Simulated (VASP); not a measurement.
# ZnSe (Stilleite) (F-43m) in VASP: a series of runs, part 2 of 2

VASP 6.6.1.

## Step 3: Single point, HSE06

File POSCAR:

```
ZnSe
1.0
    0.0000000000      2.8338000000      2.8338000000
    2.8338000000      0.0000000000      2.8338000000
    2.8338000000      2.8338000000      0.0000000000
Se Zn
1 1
Direct
    0.7500000000      0.7500000000      0.7500000000
    0.0000000000      0.0000000000      0.0000000000
```

File INCAR.step1:

```
PREC = Accurate
ENCUT = 400
EDIFF = 1E-5
ISMEAR = 0
SIGMA = 0.01
LREAL = F
LASPH = T
NELM = 100
ALGO = Normal
ISIF = 2
LWAVE = T
NBANDS = 17
NKRED = 1
GGA = PE
```

File INCAR.step2:

```
PREC = Accurate
ENCUT = 400
EDIFF = 1E-6
ISMEAR = 0
SIGMA = 0.01
LREAL = F
LASPH = T
NELM = 100
ALGO = Normal
ISIF = 2
LWAVE = F
LCHARG = F
GGA = PE
LHFCALC = T
HFSCREEN = 0.2
PRECFOCK = Fast
NBANDS = 17
NKRED = 1
ISTART = 1
```

File KPOINTS:

```
regular mesh
0
Gamma
  4 4 4
```

Potentials or basis: VASP PAW PBE potentials, release 64 (Se, Zn).

Started as:

```bash
cat potpaw_PBE.64/Se/POTCAR potpaw_PBE.64/Zn/POTCAR > POTCAR
cp INCAR.step1 INCAR
mpirun -np 1 vasp_std > vasp.out
cp INCAR.step2 INCAR
mpirun -np 1 vasp_std > vasp.out
```

OUTCAR:

```text
PREC = Accurate
   ENCUT = 400
   EDIFF = 1E-6
   ISMEAR = 0
   LREAL = F
   LASPH = T
   NELM = 100
   ISIF = 2
   GGA = PE
   LHFCALC = T
   HFSCREEN = 0.2
   PRECFOCK = Fast
   NKRED = 1
   ISTART = 1

 Found      8 irreducible k-points:

 Following reciprocal coordinates:
            Coordinates               Weight
  0.000000  0.000000  0.000000      1.000000
  0.250000  0.000000  0.000000      8.000000
  0.500000  0.000000  0.000000      4.000000
  0.250000  0.250000  0.000000      6.000000
  0.500000  0.250000  0.000000     24.000000
 -0.250000  0.250000  0.000000     12.000000
   k-points           NKPTS =      8   k-points in BZ     NKDIM =     64   number of bands    NBANDS=     17
   number of dos      NEDOS =    301   number of ions     NIONS =      2
   total plane-waves  NPLWV =  21952
   dimension x,y,z NGX =    28 NGY =   28 NGZ =   28
   dimension x,y,z NGXF=    56 NGYF=   56 NGZF=   56
   ions per type =               1   1
   NGX,Y,Z   is equivalent  to a cutoff of  11.62, 11.62, 11.62 a.u.
   NGXF,Y,Z  is equivalent  to a cutoff of  23.23, 23.23, 23.23 a.u.
 SYSTEM =  unknown system
   PREC   = accura    normal or accurate (medium, high low for compatibility)
   ISTART =      1    job   : 0-new  1-cont  2-samecut
   ICHARG =      0    charge: 1-file 2-atom 10-const
   ISPIN  =      1    spin polarized calculation?
   LNONCOLLINEAR =      F non collinear calculations
   LSORBIT =      F    spin-orbit coupling
   LASPH  =      T    aspherical Exc in radial PAW
   ENCUT  =  400.0 eV  29.40 Ry    5.42 a.u.   6.54  6.54  6.54*2*pi/ulx,y,z
   NELM   =    100;   NELMIN=  2; NELMDL=  0     # of ELM steps
   EDIFF  = 0.1E-05   stopping-criterion for ELM
   LREAL  =      F    real-space projection
   EDIFFG = 0.1E-04   stopping-criterion for IOM
   NSW    =      0    number of steps for IOM
   IBRION =     -1    ionic relax: 0-MD 1-quasi-New 2-CG
   NFREE  =      0    steps in history (QN), initial steepest desc. (CG)
   ISIF   =      2    stress and relaxation
   ISYM   =      3    0-nonsym 1-usesym 2-fastsym
   POTIM  = 0.5000    time-step for ionic-motion
   TEBEG  =    0.0;   TEEND  =   0.0 temperature during run
   PSTRESS=    0.0 pullay stress
   NELECT =      18.0000    total number of electrons
   NUPDOWN=      -1.0000    fix difference up-down
   EMIN   =  10.00;   EMAX   =-10.00  energy-range for DOS
   EFERMI =   0.00;   METHOD = LEGACY
   ISMEAR =     0;   SIGMA  =   0.01  broadening in eV -4-tet -1-fermi 0-gaus
   EFERMI_NEDOS =   21; number of points for ismear=-14 and -15
   IALGO  =     38    algorithm
   IMIX   =      1    mixing-type and parameters
     AMIX     =   0.40;   BMIX     =  1.00
     AMIX_MAG =   1.60;   BMIX_MAG =  1.00
  volume/ion in A,a.u.               =      22.76       153.57
  Fermi-wavevector in a.u.,A,eV,Ry     =   1.201673  2.270834 19.647073  1.444019
  Thomas-Fermi vector in A             =   2.337476
   LORBIT       =      0    0 simple, 1 ext, 2 COOP (PROOUT), +10 PAW based schemes
   GGA     = PE    functional components
   LHFCALC =     T    Hartree Fock is set to
   PRECFOCK=fast      Normal, Fast or Accurate (Low or Medium for compatibility)
   ENCUT4O =  -1.0   cutoff for four orbital integrals eV
   NKREDX  =     1    reduce k-point grid by
   NKREDY  =     1    reduce k-point grid by
   NKREDZ  =     1    reduce k-point grid by
   AEXX    =    0.2500 exact exchange contribution
   HFSCREEN=    0.2000 screening length (either q_TF or 0.3 A-1)
   HFSCREENC=   0.2000 screening length for correlation (either q_TF or 0.3 A-1)
   ENCUTFOCK=  -1.0 apply spherical cutoff to Coloumb kernel
   IVDW    =     0    specifies the selected vdW correction
   LEPSILON=     F    determine dielectric tensor
   LRPA    =     F    only Hartree local field effects (RPA)
 non-spin polarized calculation
 Gauss-broadening in eV      SIGMA  =   0.01
  energy-cutoff  :      400.00
  volume of cell :       45.51
 maximum number of plane-waves:       869
 NGX is ok and might be reduce to    28
  NGX = 16; NGY = 16; NGZ = 16

 number of electron      18.0000014 magnetization

 Free energy of the ion-electron system (eV)
  ---------------------------------------------------
  ext. energy  EPLUGINS =         0.00000000
  ---------------------------------------------------
  free energy    TOTEN  =        -7.39233553 eV

  energy without entropy =       -7.39233553  energy(sigma->0) =       -7.39233553

 E-fermi :   1.0799     XC(G=0):  -7.7141

 val. band max:        0.9611125541   @ k =   0.0000   0.0000   0.0000
 cond. band min:       3.4068086197   @ k =   0.0000   0.0000   0.0000
 fundamental gap:      2.4456960656
 Fermi energy:         1.0798886945

 k-point     1 :       0.0000    0.0000    0.0000
  band No.  band energies     occupation
      1     -13.4041      2.00000
      2      -7.2288      2.00000
      3      -7.2288      2.00000
      4      -7.2288      2.00000
      5      -6.8995      2.00000
      6      -6.8995      2.00000
[... 9 lines left out ...]
     16      13.6826      0.00000
     17      15.2898      0.00000

 k-point     2 :       0.2500    0.0000    0.0000
  band No.  band energies     occupation
      1     -13.0072      2.00000
      2      -7.1822      2.00000
      3      -7.1822      2.00000
      4      -7.1171      2.00000
      5      -6.8994      2.00000
      6      -6.8994      2.00000
[... 9 lines left out ...]
     16      12.9065      0.00000
     17      16.4122      0.00000

 k-point     3 :       0.5000    0.0000    0.0000
  band No.  band energies     occupation
      1     -12.5430      2.00000
      2      -7.1481      2.00000
      3      -7.1481      2.00000
      4      -6.8851      2.00000
      5      -6.8851      2.00000
      6      -6.7143      2.00000
[... 9 lines left out ...]
     16      15.4957      0.00000
     17      16.7628      0.00000

 k-point     4 :       0.2500    0.2500    0.0000
  band No.  band energies     occupation
      1     -12.8743      2.00000
      2      -7.1699      2.00000
      3      -7.1282      2.00000
      4      -7.1282      2.00000
      5      -6.9171      2.00000
      6      -6.8781      2.00000
[... 9 lines left out ...]
     16      16.2703      0.00000
     17      17.5501      0.00000

 k-point     5 :       0.5000    0.2500    0.0000
  band No.  band energies     occupation
      1     -12.4081      2.00000
      2      -7.1230      2.00000
      3      -7.0764      2.00000
      4      -6.9720      2.00000
      5      -6.8764      2.00000
      6      -6.7042      2.00000
[... 9 lines left out ...]
     16      16.5308      0.00000
     17      16.7755      0.00000

 k-point     6 :      -0.2500    0.2500    0.0000
  band No.  band energies     occupation
      1     -12.5641      2.00000
      2      -7.1303      2.00000
      3      -7.1227      2.00000
      4      -6.9422      2.00000
      5      -6.9106      2.00000
      6      -6.8111      2.00000
[... 9 lines left out ...]
     16      16.5353      0.00000
     17      16.9317      0.00000

 [... further k-points ...]
[... 5 lines left out ...]
  --------------------------------------------------------------------------------------
  -------------------------------------------------------------------------------------
  Total        0.3267079      0.3267079      0.3267079      0.0000000     -0.0000000      0.0000000
  in kB       11.5009207     11.5009207     11.5009207      0.0000000     -0.0000000      0.0000000
  external PRESSURE =      11.5009207 kB  Pullay stress =       0.0000000 kB

 VOLUME and BASIS-vectors are now :
 -----------------------------------------------------------------------------
  energy-cutoff  :      400.00
  volume of cell :       45.51
      direct lattice vectors                 reciprocal lattice vectors
     0.000000000  2.833800000  2.833800000    -0.176441527  0.176441527  0.176441527
     2.833800000  0.000000000  2.833800000     0.176441527 -0.176441527  0.176441527
     2.833800000  2.833800000  0.000000000     0.176441527  0.176441527 -0.176441527

 POSITION                                       TOTAL-FORCE (eV/Angst)
 -----------------------------------------------------------------------------------
      4.25070      4.25070      4.25070         0.000000      0.000000      0.000000
      0.00000      0.00000      0.00000        -0.000000     -0.000000     -0.000000
 -----------------------------------------------------------------------------------
    total drift:                               -0.000204     -0.000183     -0.000129

  FREE ENERGIE OF THE ION-ELECTRON SYSTEM (eV)
  ---------------------------------------------------
  free  energy   TOTEN  =        -7.3923355317 eV

  energy  without entropy=       -7.3923355317  energy(sigma->0) =       -7.39233553
```

OUTCAR.step1:

```text
PREC = Accurate
   ENCUT = 400
   EDIFF = 1E-5
   ISMEAR = 0
   LREAL = F
   LASPH = T
[... 232 lines left out ...]
 -----------------------------------------------------------------------------------
      4.25070      4.25070      4.25070        -0.000000      0.000000      0.000000
      0.00000      0.00000      0.00000         0.000000     -0.000000      0.000000
 -----------------------------------------------------------------------------------
    total drift:                                0.000000      0.000000     -0.000000

  FREE ENERGIE OF THE ION-ELECTRON SYSTEM (eV)
  ---------------------------------------------------
  free  energy   TOTEN  =        -5.9518153808 eV

  energy  without entropy=       -5.9518153808  energy(sigma->0) =       -5.95181538
```

Wall time 1.9 min (1 thread of AMD EPYC 9R45 (Zen 5), shared host); peak memory 0.23 GiB.

The run converged, but some of its settings lie outside the range that counts as converged, so its numbers aren't taken as properties of the crystal.

What came out:

* Free energy: -7.3923 eV
* Pressure: 1.2 GPa
* Band gap on the k mesh: 2.45 eV, direct

Caveat: the k mesh is coarse (spacing up to 0.48 Å⁻¹), so the values aren't converged, least of all with exact exchange; the PAW data sets were made with another functional, which shifts forces and pressure a little.

## Step 4: Single point, HSE06

POSCAR is that of step 3.

INCAR.step1, as its differences from that of step 3:

```diff
@@ -1,3 +1,3 @@
 PREC = Accurate
-ENCUT = 400
+ENCUT = 350
 EDIFF = 1E-5
```

INCAR.step2, as its differences from that of step 3:

```diff
@@ -1,3 +1,3 @@
 PREC = Accurate
-ENCUT = 400
+ENCUT = 350
 EDIFF = 1E-6
```

File KPOINTS:

```
regular mesh
0
Gamma
  5 5 5
```

Started as:

```bash
cat potpaw_PBE.64/Se/POTCAR potpaw_PBE.64/Zn/POTCAR > POTCAR
cp INCAR.step1 INCAR
mpirun -np 1 vasp_std > vasp.out
cp INCAR.step2 INCAR
mpirun -np 1 vasp_std > vasp.out
```

Run time: 3.2 min. Hardware: 1 thread of AMD EPYC 9R45 (Zen 5), shared host; peak memory 0.21 GiB.

These settings aren't checked as converged: the numbers below hold their error.

What came out:

```yaml
Free_energy: -7.4287 eV
Pressure: 0.9 GPa
Band_gap_on_the_k_mesh: 2.43 eV, direct
```

Caveat: the PAW data sets were made with another functional, which shifts forces and pressure a little.

## Step 5: Single point, HSE06

POSCAR is that of step 4.

INCAR.step1, as its differences from that of step 4:

```diff
@@ -1,3 +1,3 @@
 PREC = Accurate
-ENCUT = 350
+ENCUT = 300
 EDIFF = 1E-5
```

INCAR.step2, as its differences from that of step 4:

```diff
@@ -1,3 +1,3 @@
 PREC = Accurate
-ENCUT = 350
+ENCUT = 300
 EDIFF = 1E-6
```

File KPOINTS:

```
regular mesh
0
Gamma
  6 6 6
```

Started as:

```bash
cat potpaw_PBE.64/Se/POTCAR potpaw_PBE.64/Zn/POTCAR > POTCAR
cp INCAR.step1 INCAR
mpirun -np 1 vasp_std > vasp.out
cp INCAR.step2 INCAR
mpirun -np 1 vasp_std > vasp.out
```

Run time: 8.1 min. Hardware: 1 thread of AMD EPYC 9R45 (Zen 5), shared host; peak memory 0.22 GiB.

These settings aren't checked as converged: the numbers below hold their error.

What came out:

```
Free energy            : -7.4371 eV
Band gap on the k mesh : 2.42 eV, direct
```

Caveat: the cutoff is under 1.25 times the usual one of these potentials, so pressure, stress and relaxed cells hold a basis-set (Pulay) error; the PAW data sets were made with another functional, which shifts forces and pressure a little.

## Step 6: For comparison

An earlier run on the cell as given: functional PBE; potentials or basis VASP PAW PBE potentials, release 64 (Se, Zn); cutoff 520 eV; k mesh 8 × 8 × 8; occupations fermi-dirac, width 0.05 eV; no spin polarisation.

- Pressure: 2.3 GPa
- Band gap on the k mesh: 1.29 eV, direct
